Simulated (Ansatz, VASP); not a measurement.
PbF2: VASP beside Ansatz

```xyz
3
Lattice="0.0000 2.8808 2.8808 2.9699 -0.0891 2.9699 2.9699 2.9699 -0.0891" Properties=species:S:1:pos:R:3 pbc="T T T"
Pb    0.0000    0.0000    0.0000
F     1.4849    1.4404    1.4404
F     4.4548    4.3211    4.3211
```

Change from the starting cell: strain -0.0600 x Voigt [0, 0, 0, 1, 0, 0], atoms carried along.

Alike in both runs: task single point; functional LDA; k mesh 8 × 8 × 8; occupations gaussian, width 0.05 eV; no spin polarisation.

```csv
,VASP,Ansatz
version,VASP 6.6.1,Ansatz 0.2.0
potentials or method,"VASP PAW LDA potentials, release 64 (Pb_d, F)","scalar-relativistic, plane waves, PAW"
plane-wave cutoff (eV),520,420
valence electrons in the cell,28,28
```

|  | VASP | Ansatz | Ansatz less VASP |
| --- | --- | --- | --- |
| gap on the k mesh at the Fermi level (eV) | 4.17 | 4.21 | +0.037 |
| least direct gap on the mesh (eV) | 4.35 | 4.39 | +0.041 |
| pressure (GPa) | -4.6 | -4.6 | 0.00 |
| largest component of the traceless stress (GPa) | 1.71 | 1.66 | -0.048 |
| rms of the force components (eV/Å) | 0.055 | 0.052 | -0.0029 |

Atom by atom the forces differ by 0.003 eV/Å (rms over components).

Caveats: spin-orbit coupling is left out, which as a rule narrows the gap of such compounds by several tenths of an eV. A k mesh can miss the band edges.
